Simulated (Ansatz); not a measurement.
## TiAl (P4/mmm), a sublattice moved along a line

These are results of DFT PBE, scalar-relativistic, plane waves, PAW (Ansatz 0.2.0), not measurements. Settings: plane waves to 420 eV, k-mesh 16×16×12 (Γ-centred), Gaussian smearing 0.15 eV. No spin polarisation. Energies are free energies at this smearing, counted from the undisturbed cell; pressure is positive in compression.

Reference structure (as given, not relaxed at this level; it stands at -0.7 GPa, and it needn't be the usual structure):

```
CELL_PARAMETERS angstrom
2.83730 0.00000 0.00000
0.00000 2.83730 0.00000
0.00000 0.00000 4.05910
ATOMIC_POSITIONS crystal
Ti 0.00000 0.00000 0.00000
Al 0.50000 0.50000 0.50000
```

Every Ti atom is moved by x along the Cartesian unit vector (-1.000, 0.000, 0.000); the cell and all other atoms stay fixed. The cell is metallic on the mesh throughout.

| x (Å) | ΔE (meV/cell) | force along x on the moved atoms (eV/Å) | pressure (GPa) |
| --- | --- | --- | --- |
| -0.3000 | 191.1 | 1.24 | 1.4 |
| -0.1500 | 48.7 | 0.65 | -0.2 |
| 0.0000 | 0.0 | 0.00 | -0.7 |
| 0.0750 | 12.2 | -0.33 | -0.6 |
| 0.1125 | 27.5 | -0.49 | -0.4 |
| 0.1875 | ? | -0.80 | ? |
| 0.2250 | 108.7 | -0.95 | 0.5 |
| 0.2625 | 147.2 | ? | ? |

By symmetry 0.3000 repeats -0.3000, -0.2250 repeats 0.2250, 0.1500 repeats -0.1500, -0.0750 repeats 0.0750 in energy; the slope of the energy along the path changes sign there.

Question: Give the withheld values.

Answer: ΔE (meV/cell) at x (Å) = 0.1875: 75.8; pressure (GPa) at x (Å) = 0.1875: 0.2; force along x on the moved atoms (eV/Å) at x (Å) = 0.2625: -1.10; pressure (GPa) at x (Å) = 0.2625: 0.9.